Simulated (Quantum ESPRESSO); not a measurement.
Runs of Quantum ESPRESSO 7.5 on Bi. The structure is monoclinic, space group P2/m (No. 10). Conventional cell: a = 3.238 Å, b = 3.222 Å, c = 6.444 Å, α = 90.00°, β = 90.72°, γ = 90.00°. Around Bi (site symmetry m) lie 6 Bi at 3.22 to 3.24 Å. This isn't the form of Bi at room conditions, which is rhombohedral.

| task | level | potentials or basis | cell | k mesh | SCF threshold | symmetry | mesh quality | gap on the mesh (eV) | pressure (GPa) | V0 of scaled cells (Å³/atom) | B0 (GPa) | largest force (eV/Å) |
| --- | --- | --- | --- | --- | --- | --- | --- | --- | --- | --- | --- | --- |
| equation of state | PBEsol | PseudoDojo 0.4.1 SR PBEsol standard | as given | 8 × 8 × 4 | 4e-10 Ry | - | not flagged | - | - | (a) | 54 | - |
| single point | PBEsol | PseudoDojo 0.4.1 SR PBEsol standard | as given | 8 × 8 × 4 | 4e-10 Ry | - | not flagged | none | -0.5 | - | - | 0.01 |
| band structure | PBEsol | PseudoDojo 0.4.1 SR PBEsol standard | as given | 8 × 8 × 4 | 4e-10 Ry | - | not flagged | none | -0.5 | - | - | 0.01 |
| equation of state | r2SCAN | SG15 PBE 1.2 | as given | 4 × 4 × 2 | 1e-08 Ry | off | coarse | - | - | 34.50 | 45 | - |
| single point | PBEsol | PseudoDojo 0.4.1 SR PBEsol standard | atoms moved at random, drawn with an rms of 0.05 Å | 8 × 8 × 4 | 4e-10 Ry | - | not flagged | none | -0.4 | - | - | 0.05 |

Alike in all rows: no spin polarisation; cutoff (eV) 898; smearing fermi-dirac 0.05 eV.

Problem. Fill in the values left out.

Solution. (a) 33.36.

Caveats: some runs use coarse meshes; spin-orbit coupling is left out, which moves the levels of the heavy elements; the cell was scaled at fixed shape and fractional positions, which overstates the stiffness of a crystal with free parameters, most of all of layers and chains (some runs); the potentials were made for another functional, which shifts forces and pressure (some runs).

A k mesh can miss the band edges, and the runs leave out spin-orbit coupling on Bi.

A gap of «none» marks a metal or a gap under the smearing width.
